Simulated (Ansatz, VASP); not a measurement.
# TiS2: VASP beside Ansatz

INCAR

```
SYSTEM = TiS2
ALGO     = Fast           ! electronic algorithm
EDIFF    = 1E-8           ! SCF threshold, eV
ENCUT    = 520            ! plane-wave cutoff, eV
GGA      = PE             ! functional
ISIF     = 2              ! what is computed and relaxed
ISMEAR   = -1             ! smearing method
LASPH    = .True.         ! aspherical terms in the spheres
LCHARG   = .False.        ! write CHGCAR
LEFG     = .True.       
LREAL    = .False.        ! projectors in reciprocal space
LWAVE    = .False.        ! write WAVECAR
NBANDS   = 19             ! bands
NELM     = 100            ! most SCF steps
PREC     = Accurate       ! precision mode
SIGMA    = 0.05           ! smearing width, eV
```

Contents of KPOINTS:

```
k-points
0
Gamma
  14 14 7
  0 0 0
```

File POSCAR:

```
TiS2
1.0
    3.4120005726      0.0000000000      0.0000000000
   -1.7060002863      2.9548791736      0.0000000000
    0.0000000000      0.0000000000      5.6950000000
Ti S
1 2
Direct
    0.0000000000      0.0000000000      0.0000000000
    0.3333333333      0.6666666667      0.2500000000
    0.6666666667      0.3333333333      0.7500000000
```

Input for Ansatz:

```yaml
crystal:
  lattice:
    - [3.4120005726, 0.0, 0.0]
    - [-1.7060002863, 2.9548791736, 0.0]
    - [0.0, 0.0, 5.695]
  atoms:
    - { symbol: Ti, position: [0.0, 0.0, 0.0] }
    - { symbol: S, position: [0.3333333333, 0.6666666667, 0.25] }
    - { symbol: S, position: [0.6666666667, 0.3333333333, 0.75] }
kpoints:
  mp_grid: { grid: [14, 14, 7] }
  band_path:
    path:
      - [0.0, 0.0, 0.0]
      - [0.5, 0.0, 0.0]
      - [0.3333333333, 0.3333333333, 0.0]
      - [0.0, 0.0, 0.0]
      - [0.0, 0.0, 0.5]
      - [0.5, 0.0, 0.5]
      - [0.3333333333, 0.3333333333, 0.5]
      - [0.0, 0.0, 0.5]
      - [0.5, 0.0, 0.5]
    npoints: 8
scf:
  occupations: { method: fermi_dirac, width: 0.05 }
hamiltonian:
  xc: pbe
  pseudopotentials: { kind: paw }
output:
  forces: true
  stress: true
  eigenvalues: true
  efg: { contact_densities: true }
  populations: true
  bader: true
  dos: { projected: true, de: 0.2, e_range: [-14, 8] }
```

Alike in both runs: task electric field gradients; functional PBE; k mesh 14 × 14 × 7; occupations fermi-dirac, width 0.05 eV; no spin polarisation.

```csv
,VASP,Ansatz
version,VASP 6.6.1,Ansatz 0.2.0
potentials or method,"VASP PAW PBE potentials, release 64 (Ti_sv, S)","PAW with Ansatz's default frozen-core files, scalar-relativistic"
plane-wave cutoff (eV),520,420
valence electrons in the cell,24,24
```

VASP gave:

| Property | Result |
| --- | --- |
| pressure (GPa) | 0.4 |
| largest component of the traceless stress (GPa) | 0.66 |
| rms of the force components (eV/Å) | 0.065 |
| Vzz of the field gradient on the site that differs most (V/Å²) | -19.3 |

Question: What did Ansatz give for the same quantities?

Answer: Pressure (GPa): 0.4; largest component of the traceless stress (GPa): 0.60; rms of the force components (eV/Å): 0.067; Vzz of the field gradient on the site that differs most (V/Å²): -20.1.

Atom by atom the forces differ by 0.003 eV/Å (rms over components).
